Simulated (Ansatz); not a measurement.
# GaN: the band gap up the ladder of functionals

One table from this session's results is given with a row withheld; the runs are named, their logs left out.

The runs shown are made with Ansatz 0.2.0. PAW datasets, plane waves. No spin polarisation and no zero-point or thermal motion.

## Starting point

The cell was relaxed beforehand with r2SCAN.

Space group F-43m (No. 216), cubic; a = 4.498 Å in the conventional setting, 11.37 Å³ an atom. Near Ga stand 4 N at 1.95 Å; near N stand 4 Ga at 1.95 Å.

Structure file:

Space group F-43m (No. 216). a = 4.498 Å, b = 4.498 Å, c = 4.498 Å, α = 90.00°, β = 90.00°, γ = 90.00°
| atom | site | symmetry | x | y | z |
| --- | --- | --- | --- | --- | --- |
| Ga | 4a | -43m | 0.0000 | 0.0000 | 0.0000 |
| N | 4d | -43m | 0.2500 | 0.2500 | 0.7500 |

The first run:

Input file input.yaml:

```yaml
crystal:
  lattice:
    - [0.0, 2.2489526566, 2.2489526566]
    - [2.2489526566, 0.0, 2.2489526566]
    - [2.2489526566, 2.2489526566, 0.0]
  atoms:
    - { symbol: Ga, position: [0.0, 0.0, 0.0] }
    - { symbol: "N", position: [0.25, 0.25, 0.25] }
kpoints:
  mp_grid: { grid: [10, 10, 10] }
  band_path:
    path:
      - [[0.0, 0.0, 0.0], [-0.5, -0.5, -2.966149280128e-34], [-0.375, -0.375, 0.25]]
      - [[-0.375, 9.629360213921e-18, 0.375], [0.0, 0.0, 0.0], [-6.826568931854e-18, -6.826568931854e-18, 0.5], [-0.5, -0.25, 0.25], [-0.5, -0.5, -2.966149280128e-34]]
    npoints: 10
hamiltonian:
  xc: pbe
scf:
  occupations: { method: fermi_dirac, width: 0.02 }
  n_extra_bands: 4
output:
  forces: true
  stress: true
  eigenvalues: true
  write_density: true
  write_potential: true
  elf: true
  volumetric_format: npy
```

Started as:

```console
$ ansatz run input.yaml --threads 4 --pin off --max-ram 7372MiB --backend cpu --events-out ev --progress --plain --runs-dir out
```

Among the steps run: PBE bands along the symmetry lines; r2SCAN; HSE06 at the same geometry; PBE+SOC; PBE0; LDA; One-shot GW from PBE; Quasiparticle levels, G0W0@PBE; Single point with DDH-PBE0; HSE06+SOC at the same geometry; r2SCAN0; r2SCANh.

One of the session's tables, all rows but one given; the rest of the session is left out.

| level | gap (eV) |
| --- | --- |
| PBE | 1.76 |
| r2SCAN | 2.17 |
| HSE06 | ? |
| PBE+SOC | 1.75 |
| PBE0 | 3.70 |
| LDA | 1.77 |
| G0W0@PBE (67 empty bands) | 2.84 |
| G0W0@PBE (168 empty bands) | 2.84 |
| DDH-PBE0 | 3.05 |
| HSE06+SOC | 3.00 |
| r2SCAN0 | 3.99 |
| r2SCANh | 2.88 |

Estimate the missing values for HSE06.

As computed: gap (eV): 3.01. In the column «gap (eV)» it lies between HSE06+SOC (3.00) and DDH-PBE0 (3.05).

Meshes: PBE 10×10×10, r2SCAN 10×10×10, HSE06 6×6×6, PBE+SOC 10×10×10, PBE0 6×6×6, LDA 10×10×10, DDH-PBE0 6×6×6, HSE06+SOC 6×6×6, r2SCAN0 6×6×6, r2SCANh 6×6×6

Limits of these values: Warnings in the runs' records: stress exchange threshold loose, stress scf threshold loose.
